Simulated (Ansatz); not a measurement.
# CdTe (F-43m) in Ansatz: notebook

Aim: see how the results for CdTe move with the level of theory and the settings. Levels: PBEsol, BLYP+D3(BJ), PBE, PBEsol+D4. Tasks: relaxation of cell and atoms, single point.

All numbers are computed with Ansatz 0.2.0; they aren't measurements. Logs are shortened: lines on timing, memory, paths and dates and some standing lists are left out, and cuts for length are marked.

**The experiment to reproduce.**

From a printed reference work, data compilation, for a bulk crystal of CdTe at 0 K: band gap 1.607 eV.

The results are compared with them further down.

## (1) The structure

It takes space group F-43m (No. 216, cubic). Conventional cell: a = 6.410 Å, b = 6.410 Å, c = 6.410 Å, α = 90.00°, β = 90.00°, γ = 90.00°. Te (site symmetry -43m) is surrounded by 4 Cd at 2.78 Å. Cd (site symmetry -43m) is surrounded by 4 Te at 2.78 Å.

## (2) Relaxation of cell and atoms, PBEsol

File input.yaml:

```yaml
crystal:
  lattice:
    - [0.0, 3.205, 3.205]
    - [3.205, 0.0, 3.205]
    - [3.205, 3.205, 0.0]
  atoms:
    - { symbol: Te, position: [0.75, 0.75, 0.75] }
    - { symbol: Cd, position: [0.0, 0.0, 0.0] }
kpoints:
  mp_grid: { grid: [7, 7, 7] }
scf:
  occupations: { method: fermi_dirac, width: 0.05 }
hamiltonian:
  xc: pbesol
  pseudopotentials: { kind: all_electron, lapw: { basis_error: 0.001 } }
output:
  forces: true
  stress: true
relax:
  f_tol: 0.02
  max_steps: 60
  cell: {}
```

Potentials or basis: all-electron LAPW, scalar-relativistic.

Run with:

```
ansatz run input.yaml --threads 1 --pin off --max-ram 3072MiB --backend cpu --events-out ev --progress --plain --runs-dir out
```

The program printed:

```text
Warning: RAYON_NUM_THREADS=1 ignored (pool sized by the plan → 1); use --threads N
The last accepted step is kept in <dir> (removed where the run ends without a failure and the disk answers)
LAPW: plane waves up to 8.574 Å⁻¹, error target 1.0e-3 eV per atom; small_component_spin mean_spin; Cd in spheres of 1.353 Å, 20 of its electrons in bands, Dirac shells []; Te in spheres of 1.339 Å, 24 of its electrons in bands, Dirac shells [] (how accurate: hamiltonian.pseudopotentials.lapw.basis_error, Limitations)
Engine: ansatz 0.2.0, aarch64-unknown-linux-gnu
Pseudopotentials: kind: all_electron
Pseudopotential: Te, LAPW, valence charge 24, lapw/all_electron/scalar/gaussian/Te, Koelling and Harmon's equation, gaussian nucleus
Pseudopotential: Cd, LAPW, valence charge 20, lapw/all_electron/scalar/gaussian/Cd, Koelling and Harmon's equation, gaussian nucleus
Functional definition: PBEsol
  exchange = pbesol_x
  correlation = pbesol_c
Crystal: 2 atoms, lattice volume = 65.844 Å³
Basis set: ecut = 280.07504391860783 eV, 725 PW (Γ), exchange–correlation at level 2
Bands: 27, of which v1, the nominal top of the filled ones, is band 22 counted from 1 (21 counted from 0)
Symmetry: 24 space group operations
Space group: F-43m (ITA 216), of the structure as read, at distance tolerance 4.0e-5 Å
k-points: 20 of 343 (time reversal used)
Non-local potential: Te, projectors of the file, none
Non-local potential: Cd, projectors of the file, none
Initial density: superposition of atomic densities (chi_scale 0.1, normalization cell, long waves kept (reshape's long-wave potential 0.00 eV rms))
Initial wavefunctions: plane waves of lowest kinetic energy (no species holds an atomic orbital)
Functional: x = pbesol(κ = 0.804, μ = 0.12345679012345678), c = pbesol(β = 0.046)
iter 1 solved again at ethr=1.21e-3 eV; its pass at ethr=1.00e-1 eV (dr2=5.33e-1 eV) is discarded
SCF iter   1: F=—  HF=-336972.000862 eV  |F-HF|=—  |Δ(HF+E_count)|=         —  Δρ=2.04e-2  dr2=5.34e-1  ethr=1.21e-3  ⟨swp⟩=2.0  Hψ=3497  notcnv=0
preconditioner: auto → none  [insulator: Δε(μ)=1.047 eV  Ē_g=11.677 eV  σ=0.050 eV  W_gap=1.00  n_scr=14 (ndim 8)  ℏωp=19.4 eV  f_vac=0.203  D(μ)=0.00/eV (n_scr^D=0)  ε∞_Penn≈3.8]
iter 2 solved again at ethr=4.92e-5 eV; its pass at ethr=1.21e-3 eV (dr2=2.17e-2 eV) is discarded
SCF iter   2: F=—  HF=-336971.796226 eV  |F-HF|=—  |Δ(HF+E_count)|=   2.05e-1  Δρ=6.45e-3  dr2=2.17e-2  ethr=4.92e-5  ⟨swp⟩=2.0  Hψ=2726  notcnv=0
SCF iter   3: F=—  HF=-336971.768280 eV  |F-HF|=—  |Δ(HF+E_count)|=   2.79e-2  Δρ=3.83e-3  dr2=8.73e-3  ethr=4.92e-5  ⟨swp⟩=2.8  Hψ=1623  notcnv=0
SCF iter   4: F=—  HF=-336971.766785 eV  |F-HF|=—  |Δ(HF+E_count)|=   1.49e-3  Δρ=1.22e-3  dr2=9.78e-4  ethr=1.98e-5  ⟨swp⟩=2.0  Hψ=1481  notcnv=0
SCF iter   5: F=—  HF=-336971.766695 eV  |F-HF|=—  |Δ(HF+E_count)|=   9.00e-5  Δρ=1.89e-4  dr2=1.62e-5  ethr=2.22e-6  ⟨swp⟩=2.0  Hψ=1481  notcnv=0
SCF iter   6: F=—  HF=-336971.766699 eV  |F-HF|=—  |Δ(HF+E_count)|=   3.71e-6  Δρ=3.14e-5  dr2=4.62e-7  ethr=3.67e-8  ⟨swp⟩=2.3  Hψ=1487  notcnv=0
SCF iter   7: F=-336971.766700 eV  HF=-336971.766700 eV  |F-HF|=1.46e-8  |Δ(HF+E_count)|=   9.02e-7  Δρ=3.22e-6  dr2=7.56e-9  ethr=1.05e-9  ⟨swp⟩=3.0  Hψ=1555  notcnv=0
SCF 1 converged in 7 iterations: F = -336971.766700 eV  dr2 = 7.56e-9
relax step   1: F+E_penalty+E_count = -336971.76669990 eV  Δ(F+E_penalty+E_count) = +0.000e0 eV  max|allowed force component| = 5.782e-17 eV/Å  Δτ_max = 0.0000 Å  P = +1.684 GPa  Ω = 65.844 Å³  (7 SCF iters, accepted)
Crystal: 2 atoms, lattice volume = 69.814 Å³
Basis set: ecut = 269.35340200608573 eV, 725 PW (Γ), exchange–correlation at level 2
Initial density: handed on by an earlier stage of this run
Initial wavefunctions: those handed on with the density
iter 1 solved again at ethr=1.09e-6 eV; its pass at ethr=1.00e-1 eV (dr2=4.82e-4 eV) is discarded
SCF iter   1: F=—  HF=-336971.775506 eV  |F-HF|=—  |Δ(HF+E_count)|=         —  Δρ=5.17e-4  dr2=4.99e-4  ethr=1.09e-6  ⟨swp⟩=4.0  Hψ=2963  notcnv=0
preconditioner: auto → none  [insulator: Δε(μ)=0.597 eV  Ē_g=11.872 eV  σ=0.050 eV  W_gap=0.99  n_scr=14 (ndim 8)  ℏωp=18.9 eV  f_vac=0.236  D(μ)=0.00/eV (n_scr^D=0)  ε∞_Penn≈3.5]
SCF iter   2: F=—  HF=-336971.775417 eV  |F-HF|=—  |Δ(HF+E_count)|=   8.92e-5  Δρ=1.80e-4  dr2=4.87e-5  ethr=1.09e-6  ⟨swp⟩=2.0  Hψ=1493  notcnv=0
SCF iter   3: F=—  HF=-336971.775427 eV  |F-HF|=—  |Δ(HF+E_count)|=   1.03e-5  Δρ=7.85e-5  dr2=9.09e-6  ethr=1.11e-7  ⟨swp⟩=3.0  Hψ=1537  notcnv=0
iter 4 solved again at ethr=1.09e-9 eV; its pass at ethr=2.07e-8 eV (dr2=4.79e-7 eV) is discarded
SCF iter   4: F=—  HF=-336971.775428 eV  |F-HF|=—  |Δ(HF+E_count)|=   9.21e-7  Δρ=2.33e-5  dr2=4.80e-7  ethr=1.09e-9  ⟨swp⟩=2.0  Hψ=2631  notcnv=0
SCF iter   5: F=-336971.775429 eV  HF=-336971.775429 eV  |F-HF|=4.17e-8  |Δ(HF+E_count)|=   1.71e-7  Δρ=6.64e-6  dr2=3.75e-8  ethr=1.09e-9  ⟨swp⟩=3.0  Hψ=1543  notcnv=0
SCF 2 converged in 5 iterations: F = -336971.775429 eV  dr2 = 3.75e-8
relax step   2: F+E_penalty+E_count = -336971.77542857 eV  Δ(F+E_penalty+E_count) = -8.729e-3 eV  max|allowed force component| = 1.503e-17 eV/Å  Δτ_max = 0.0000 Å  P = -0.838 GPa  Ω = 69.814 Å³  (5 SCF iters, accepted)
Crystal: 2 atoms, lattice volume = 68.442 Å³
Basis set: ecut = 272.93961077959295 eV, 725 PW (Γ), exchange–correlation at level 2
iter 1 solved again at ethr=1.62e-7 eV; its pass at ethr=1.00e-1 eV (dr2=7.12e-5 eV) is discarded
SCF iter   1: F=—  HF=-336971.779355 eV  |F-HF|=—  |Δ(HF+E_count)|=         —  Δρ=1.84e-4  dr2=6.22e-5  ethr=1.62e-7  ⟨swp⟩=4.0  Hψ=2916  notcnv=0
preconditioner: auto → none  [insulator: Δε(μ)=0.639 eV  Ē_g=11.965 eV  σ=0.050 eV  W_gap=1.00  n_scr=14 (ndim 8)  ℏωp=19.0 eV  f_vac=0.227  D(μ)=0.00/eV (n_scr^D=0)  ε∞_Penn≈3.5]
iter 2 solved again at ethr=1.19e-8 eV; its pass at ethr=1.41e-7 eV (dr2=5.25e-6 eV) is discarded
SCF iter   2: F=—  HF=-336971.779340 eV  |F-HF|=—  |Δ(HF+E_count)|=   1.49e-5  Δρ=5.96e-5  dr2=5.24e-6  ethr=1.19e-8  ⟨swp⟩=2.0  Hψ=2582  notcnv=0
SCF iter   3: F=—  HF=-336971.779340 eV  |F-HF|=—  |Δ(HF+E_count)|=   1.81e-7  Δρ=2.67e-5  dr2=1.03e-6  ethr=1.19e-8  ⟨swp⟩=2.5  Hψ=1493  notcnv=0
SCF iter   4: F=—  HF=-336971.779340 eV  |F-HF|=—  |Δ(HF+E_count)|=   2.01e-8  Δρ=7.95e-6  dr2=5.15e-8  ethr=2.35e-9  ⟨swp⟩=3.0  Hψ=1506  notcnv=0
SCF iter   5: F=-336971.779340 eV  HF=-336971.779340 eV  |F-HF|=3.55e-9  |Δ(HF+E_count)|=   9.49e-9  Δρ=2.32e-6  dr2=4.30e-9  ethr=1.17e-10  ⟨swp⟩=3.0  Hψ=1532  notcnv=0
SCF 3 converged in 5 iterations: F = -336971.779340 eV  dr2 = 4.30e-9
relax step   3: F+E_penalty+E_count = -336971.77934026 eV  Δ(F+E_penalty+E_count) = -3.912e-3 eV  max|allowed force component| = 5.898e-17 eV/Å  Δτ_max = 0.0000 Å  P = -0.061 GPa  Ω = 68.442 Å³  (5 SCF iters, accepted)
Crystal: 2 atoms, lattice volume = 68.337 Å³
Basis set: ecut = 273.2199621812356 eV, 725 PW (Γ), exchange–correlation at level 2
iter 1 solved again at ethr=2.01e-9 eV; its pass at ethr=1.00e-1 eV (dr2=8.86e-7 eV) is discarded
SCF iter   1: F=—  HF=-336971.779360 eV  |F-HF|=—  |Δ(HF+E_count)|=         —  Δρ=1.49e-5  dr2=3.78e-7  ethr=2.01e-9  ⟨swp⟩=4.8  Hψ=2889  notcnv=0
preconditioner: auto → none  [insulator: Δε(μ)=0.647 eV  Ē_g=11.970 eV  σ=0.050 eV  W_gap=1.00  n_scr=14 (ndim 8)  ℏωp=19.1 eV  f_vac=0.227  D(μ)=0.00/eV (n_scr^D=0)  ε∞_Penn≈3.5]
SCF iter   2: F=-336971.779360 eV  HF=-336971.779360 eV  |F-HF|=9.14e-9  |Δ(HF+E_count)|=   5.26e-8  Δρ=5.71e-6  dr2=4.32e-8  ethr=8.59e-10  ⟨swp⟩=2.0  Hψ=1481  notcnv=0
SCF 4 converged in 2 iterations: F = -336971.779360 eV  dr2 = 4.32e-8
relax step   4: F+E_penalty+E_count = -336971.77935955 eV  Δ(F+E_penalty+E_count) = -1.929e-5 eV  max|allowed force component| = 2.082e-17 eV/Å  Δτ_max = 0.0000 Å  P = +0.002 GPa  Ω = 68.337 Å³  (2 SCF iters, accepted)
iter 1 solved again at ethr=9.82e-11 eV; its pass at ethr=1.00e-1 eV (dr2=4.32e-8 eV) is discarded
SCF iter   1: F=—  HF=-336971.779359 eV  |F-HF|=—  |Δ(HF+E_count)|=         —  Δρ=5.72e-6  dr2=4.32e-8  ethr=9.82e-11  ⟨swp⟩=3.1  Hψ=2623  notcnv=0
preconditioner: auto → none  [insulator: Δε(μ)=0.648 eV  Ē_g=11.969 eV  σ=0.050 eV  W_gap=1.00  n_scr=14 (ndim 8)  ℏωp=19.1 eV  f_vac=0.228  D(μ)=0.00/eV (n_scr^D=0)  ε∞_Penn≈3.5]
SCF iter   2: F=-336971.779359 eV  HF=-336971.779359 eV  |F-HF|=6.29e-9  |Δ(HF+E_count)|=   5.18e-9  Δρ=3.09e-6  dr2=1.23e-8  ethr=9.82e-11  ⟨swp⟩=2.5  Hψ=1490  notcnv=0
SCF 5 converged in 2 iterations: F = -336971.779359 eV  dr2 = 1.23e-8
relax step   5: F+E_penalty+E_count = -336971.77935870 eV  Δ(F+E_penalty+E_count) = +8.433e-7 eV  max|allowed force component| = 1.966e-17 eV/Å  Δτ_max = 0.0000 Å  P = +0.002 GPa  Ω = 68.337 Å³  stress off target by 2.47e-3 GPa  SCF on the basis re-selected at this cell (its energy is not comparable with the rows above)  (2 SCF iters)
basis re-selected at this cell: Δ(F+E_penalty+E_count) = +8.433e-7 eV, ΔP = +0.000 GPa vs the last step (what re-selecting the basis moved, after the strain that the cell walked since its last selection, with what the two solves' SCF thresholds leave and, on support functions, any second-order correction that the steps lacked; it is no measure of the basis error at this ecutwfc). This SCF's stress stands 2.47e-3 GPa from its target on what of the cell is left free (relax.cell.stress_tol is 5.00e-2 GPa) and its largest allowed force component is 1.97e-17 eV/Å (relax.f_tol is 2.00e-2 eV/Å): within both
SCF converged after 2 iterations
Free energy (F): -336971.779359 eV
Harris-Foulkes:  -336971.779359 eV  (|F-HF|=6.29e-9)
Internal energy: -336971.779346 eV  (E = F + TS)
E sigma→0 (E₀):  -336971.779352 eV
Entropy (-TS):   -0.000013 eV (-0.007 meV/atom)
Fermi energy:    8.977578 eV
--- Per-component energies (eV) ---
  E_band       = -1645.266863
  E_kinetic    = 354547.481203
  E_xc         = -8850.018126
  E_electrostatic = -682669.242423  (all electrons and nuclei)
  E_smearing   = -0.000013  (= −TS)
  E_closure    = 0.000000  (closes the sum)
  E_atoms      = -336966.303613  (free atoms, spherical and without spin; not in F)
  Σ components = -336971.779359   (vs F -336971.779359, Δ=0.00e0)
  Basis errors (estimates in eV, not in F): energy 4.1e-4 per atom: plane waves 3.8e-4 (2.2e-4 summed), levels above the bands 3.5e-58, relativity 1.1e-8, radial functions 2.4e-5, core shells 7.3e-7; eigenvalues (radial functions only) 2.8e-7; not estimated: angular momenta, meshes, grids; target (lapw.basis_error) 1.0e-3; muffin-tin radii Cd 1.370 Å, Te 1.356 Å
--- Forces (eV/Å), atoms counted from 1 ---
  atom   1  Te    -0.00000000     0.00000000    -0.00000000
  atom   2  Cd    -0.00000000    -0.00000000    -0.00000000
  max |Σ_I F_I| component: 2.08e-17 eV/Å
--- Stress (GPa, compression-positive) ---
        0.002466      -0.000000      -0.000000
       -0.000000       0.002466      -0.000000
       -0.000000      -0.000000       0.002466
  P = ⅓ Tr σ = 0.0025 GPa (0.025 kbar)
--- Relaxed structure (4 steps of the walk, 4 accepted, 1 SCFs on fresh bases) ---
  F+E_penalty+E_count = -336971.77935870 eV   max|allowed force component| = 1.966e-17 eV/Å   (the final SCF, on the basis selected at the relaxed cell)
  cell:  # Å, volume = 68.3372 Å³
    - [-7.292751222081812e-34, 3.244957602157544, 3.244957602157544]
    - [3.244957602157544, 6.273676815502694e-34, 3.244957602157544]
    - [3.244957602157544, 3.244957602157544, 1.6432574806088276e-33]
  atoms:
    - { symbol: Te, position: [0.75, 0.75, 0.75] }
    - { symbol: Cd, position: [1.6040026919176716e-34, -1.6290407827183375e-34, -1.3254539317602613e-34] }
```

It took 35 s on 1 thread of Arm Neoverse V2, shared host; peak memory 0.31 GiB.

What came out:

```
Free energy                            : -336971.7794 eV
Relaxed volume                         : 34.17 Å³/atom
Relaxed cell                           : a = 4.589 Å, b = 4.589 Å, c = 4.589 Å, α = 60.00°, β = 60.00°, γ = 60.00°
Space group after relaxing (to 0.05 Å) : F-43m (No. 216)
Energy gained by relaxing              : 6.3 meV/atom
Ionic steps                            : 5
Pressure after relaxing                : 0.0 GPa
Band gap on the k mesh                 : 0.65 eV
```

Step by step:
| step | energy change (eV) | largest force (eV/Å) | volume (Å³) |
| --- | --- | --- | --- |
| 1 | 0.0000 | 0.0000 | 65.84 |
| 2 | -0.0087 | 0.0000 | 69.81 |
| 3 | -0.0126 | 0.0000 | 68.44 |
| 4 | -0.0127 | 0.0000 | 68.34 |
| 5 | -0.0127 | 0.0000 | 68.34 |

Final structure:
```yaml
crystal:
  lattice:
    - [0.00000, 3.24496, 3.24496]
    - [3.24496, 0.00000, 3.24496]
    - [3.24496, 3.24496, 0.00000]
  atoms:
    - { symbol: Te, position: [0.75000, 0.75000, 0.75000] }
    - { symbol: Cd, position: [0.00000, 0.00000, 0.00000] }
```

Caveat: spin-orbit coupling is left out, which moves the levels of the heavy elements; an odd mesh through Γ misses points on the zone boundary, where band edges often lie. Zero-point motion and thermal expansion aren't in these numbers.

## (3) Relaxation of cell and atoms, BLYP+D3(BJ)

Edit input.yaml of step 2 so:

```diff
@@ -13,3 +13,4 @@
 hamiltonian:
-  xc: pbesol
+  xc: blyp
+  dispersion: d3bj
   pseudopotentials: { kind: all_electron, lapw: { basis_error: 0.001 } }
@@ -19,3 +20,3 @@
 relax:
-  f_tol: 0.02
+  f_tol: 0.005
   max_steps: 60
```

Potentials or basis: all-electron LAPW, scalar-relativistic.

Run with:

```
ansatz run input.yaml --threads 1 --pin off --max-ram 3072MiB --backend cpu --events-out ev --progress --plain --runs-dir out
```

Wall time 36 s (1 thread of Arm Neoverse V2, shared host); peak memory 0.31 GiB.

The run converged. Its results:

```yaml
Free_energy: -337155.2249 eV
Relaxed_volume: 34.52 Å³/atom
Relaxed_cell: a = 4.605 Å, b = 4.605 Å, c = 4.605 Å, α = 60.00°, β = 60.00°, γ = 60.00°
Space_group_after_relaxing_to_0.05_Å: F-43m (No. 216)
Energy_gained_by_relaxing: 10.1 meV/atom
Ionic_steps: 5
Pressure_after_relaxing: 0.0 GPa
Band_gap_on_the_k_mesh: 0.63 eV
```

Step by step:
| step | energy change (eV) | largest force (eV/Å) | volume (Å³) |
| --- | --- | --- | --- |
| 1 | 0.0000 | 0.0000 | 65.84 |
| 2 | -0.0144 | 0.0000 | 70.90 |
| 3 | -0.0202 | 0.0000 | 69.21 |
| 4 | -0.0203 | 0.0000 | 69.03 |
| 5 | -0.0203 | 0.0000 | 69.03 |

Final structure:
```
Te Cd
1.0
     0.00000    3.25589    3.25589
     3.25589    0.00000    3.25589
     3.25589    3.25589    0.00000
Te Cd
1 1
Direct
  0.75000 0.75000 0.75000
  0.00000 0.00000 0.00000
```

Caveat: spin-orbit coupling is left out, which moves the levels of the heavy elements; an odd mesh through Γ misses points on the zone boundary, where band edges often lie. Zero-point motion and thermal expansion aren't in these numbers.

## (4) Single point, PBE

File input.yaml:

```yaml
crystal:
  lattice:
    - [0.0, 3.205, 3.205]
    - [3.205, 0.0, 3.205]
    - [3.205, 3.205, 0.0]
  atoms:
    - { symbol: Te, position: [0.75, 0.75, 0.75] }
    - { symbol: Cd, position: [0.0, 0.0, 0.0] }
kpoints:
  mp_grid: { grid: [7, 7, 7] }
scf:
  occupations: { method: gaussian, width: 0.05 }
hamiltonian:
  xc: pbe
  pseudopotentials: { kind: all_electron, lapw: { basis_error: 0.001 } }
output:
  forces: true
  stress: true
  eigenvalues: true
```

Run with:

```
ansatz run input.yaml --threads 1 --pin off --max-ram 3072MiB --backend cpu --events-out ev --progress --plain --runs-dir out
```

Wall time 11 s (1 thread of Arm Neoverse V2, shared host); peak memory 0.29 GiB.

It converged, with:

| Quantity | Value |
| --- | --- |
| Free energy | -337120.6535 eV |
| Pressure | 4.3 GPa |
| Band gap on the k mesh | 0.87 eV, direct |

Levels at points of the mesh, in eV from the valence-band top:
| k point | band 19 | band 20 | band 21 | band 22 | band 23 | band 24 | band 25 | band 26 |
| --- | --- | --- | --- | --- | --- | --- | --- | --- |
| (0.00, 0.00, 0.00) | -8.11 | 0.00 | 0.00 | 0.00 | 0.87 | 4.60 | 4.60 | 4.60 |

Caveat: spin-orbit coupling is left out, which moves the levels of the heavy elements.

## (5) Relaxation of cell and atoms, PBEsol+D4

Edit input.yaml of step 4 so:

```diff
@@ -11,5 +11,6 @@
 scf:
-  occupations: { method: gaussian, width: 0.05 }
+  occupations: { method: fermi_dirac, width: 0.05 }
 hamiltonian:
-  xc: pbe
+  xc: pbesol
+  dispersion: d4
   pseudopotentials: { kind: all_electron, lapw: { basis_error: 0.001 } }
@@ -18,2 +19,5 @@
   stress: true
-  eigenvalues: true
+relax:
+  f_tol: 0.01
+  max_steps: 60
+  cell: {}
```

Run with:

```
ansatz run input.yaml --threads 1 --pin off --max-ram 3072MiB --backend cpu --events-out ev --progress --plain --runs-dir out
```

It took 32 s on 1 thread of Arm Neoverse V2, shared host; peak memory 0.31 GiB.

The run converged. Its results:

```
Free energy                            : -336972.2108 eV
Relaxed volume                         : 33.41 Å³/atom
Relaxed cell                           : a = 4.555 Å, b = 4.555 Å, c = 4.555 Å, α = 60.00°, β = 60.00°, γ = 60.00°
Space group after relaxing (to 0.05 Å) : F-43m (No. 216)
Energy gained by relaxing              : 1.0 meV/atom
Ionic steps                            : 4
Pressure after relaxing                : 0.0 GPa
Band gap on the k mesh                 : 0.71 eV
```

Step by step:
```
step  energy change (eV)  largest force (eV/Å)  volume (Å³)
   1              0.0000                0.0000        65.84
   2             -0.0012                0.0000        67.38
   3             -0.0019                0.0000        66.81
   4             -0.0019                0.0000        66.81
```

Final structure:
```xyz
2
Lattice="0.0000 3.2206 3.2206 3.2206 0.0000 3.2206 3.2206 3.2206 0.0000" Properties=species:S:1:pos:R:3 pbc="T T T"
Te    4.8309    4.8309    4.8309
Cd    0.0000    0.0000    0.0000
```

Caveat: spin-orbit coupling is left out, which moves the levels of the heavy elements; an odd mesh through Γ misses points on the zone boundary, where band edges often lie.

## (6) Summary

```tsv
task	level	cell	cutoff (eV)	smearing	gap on the mesh (eV)	pressure (GPa)	relaxed volume (Å³/atom)
relaxation of cell and atoms	PBEsol	relaxed	-	fermi-dirac 0.05 eV	0.65	0.0	34.17
relaxation of cell and atoms	BLYP+D3(BJ)	relaxed	-	fermi-dirac 0.05 eV	0.63	0.0	34.52
single point	PBE	as given	260	gaussian 0.05 eV	0.87	4.3	-
relaxation of cell and atoms	PBEsol+D4	relaxed	-	fermi-dirac 0.05 eV	0.71	0.0	33.41
```

Alike in all rows: potentials or basis all-electron LAPW, scalar-relativistic; no spin polarisation; k mesh 7 × 7 × 7; basis error allowed 0.001 eV/atom.

Caveats: spin-orbit coupling is left out, which moves the levels of the heavy elements; an odd mesh through Γ misses points on the zone boundary, where band edges often lie (some runs).

Compare energies only between runs with the same functional and basis.

## (7) How close it comes

Step 4. A measured gap of CdTe is 1.607 eV (0 K; a printed reference work, data compilation); the calculated 0.87 eV misses it by -0.73 eV. Spin-orbit coupling on Cd, Te is left out. The value is that of PBE, without temperature or zero-point motion. Semilocal functionals fall short of measured gaps as a rule.
